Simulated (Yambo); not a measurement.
## InP in Yambo: convergence with bands in self energy

InP:

```
In P
1.0
     0.00000    2.85017    2.85017
     2.85017    0.00000    2.85017
     2.85017    2.85017    0.00000
In P
1 1
Direct
  0.00000 0.00000 0.00000
  0.75000 0.75000 0.75000
```

The cell isn't the ideal one: cell squeezed.

- Program: Yambo 5.3.0
- Task: G0W0 quasiparticle levels
- Functional: PBE
- Potentials or basis: PseudoDojo 0.4.1 SR PBE standard
- Cutoff: 952 eV
- Density cutoff: 3810 eV
- k mesh: 5 × 5 × 5
- Occupations: fixed
- Spin: no spin polarisation
- Random integration of the Coulomb term: yes
- Direction of the field or of q to 0: x + y + z
- Broadening: 0.1 eV
- States corrected: Γ and the k points of the band edges
- Frequency dependence of W: plasmon pole
- Terminator of the band sum in the self-energy: none
- Quasiparticle equation: linearised (Newton)
- Imaginary frequency of the plasmon-pole fit: 27.2114 eV
- Bands in the response: 109
- Bands in the self-energy: 14
- Cutoff of the response matrix: 5 Ry
- Cutoff of exchange and Vxc: 70 Ry
- Bands corrected (first, last): [9, 10]

These are the settings of the first run; the series varies bands in self energy, with any setting tied to it.

**Question.** The values tried are 14, 19, 29, 49, 109, loosest first. From which on does the quasiparticle gap at the points computed stay within 0.05 eV of the tightest run that finished?

**Answer.** From 19 on.

```tsv
bands in self energy	quasiparticle gap at the points computed (eV)
14	1.455
19	1.549
29	1.551
49	1.541
109	1.557
```

The tightest run that finished is the yardstick and may itself not be fully converged.

Caveat, for the tightest run too: mesh, valence shells or block size may be too small for converged GW; the basis isn't converged for GW; a mesh with odd counts misses the zone's faces, so its gaps can be larger than the crystal's; the potentials hold a filled d shell without the s and p states of that shell, which can shift GW gaps by tenths of an eV, either way; this version prints the column dSc/dw multiplied by 27.2; spin-orbit coupling is left out, which moves the levels of the heavy elements; an odd mesh through Γ misses points on the zone boundary, where band edges often lie.
